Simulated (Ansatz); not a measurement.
# CuAu3 (Pm-3m) in Ansatz: equation of state

How stiff is CuAu3 in PBEsol, and what volume does it want? The cell is scaled to several volumes.

Everything below comes from runs of Ansatz 0.2.0. Logs are shortened: lines on timing, memory, paths and dates and some standing lists are left out, and cuts for length are marked.

## 1. The crystal as given

Symmetry: Pm-3m, No. 221, cubic system. The conventional cell has a = 3.980 Å, b = 3.980 Å, c = 3.980 Å, α = 90.00°, β = 90.00°, γ = 90.00°. Au (site symmetry 4/mmm) is surrounded by 8 Au at 2.81 Å and 4 Cu at 2.81 Å. Cu (site symmetry m-3m) is surrounded by 12 Au at 2.81 Å.

## 2. Equation of state, PBEsol

Potentials or basis: all-electron LAPW, scalar-relativistic.

No new run: the results of the series are fitted here.

Results:

* Equilibrium volume: 15.67 Å³/atom
* Bulk modulus: 175 GPa
* Pressure derivative of the bulk modulus: 5.7

Energy against volume, from the lowest point:
| volume (Å³/atom) | energy (meV/atom) |
| --- | --- |
| 14.816 | 28.47 |
| 15.131 | 10.65 |
| 15.446 | 1.51 |
| 15.761 | 0.00 |
| 16.076 | 5.15 |
| 16.392 | 16.12 |
| 16.707 | 32.15 |
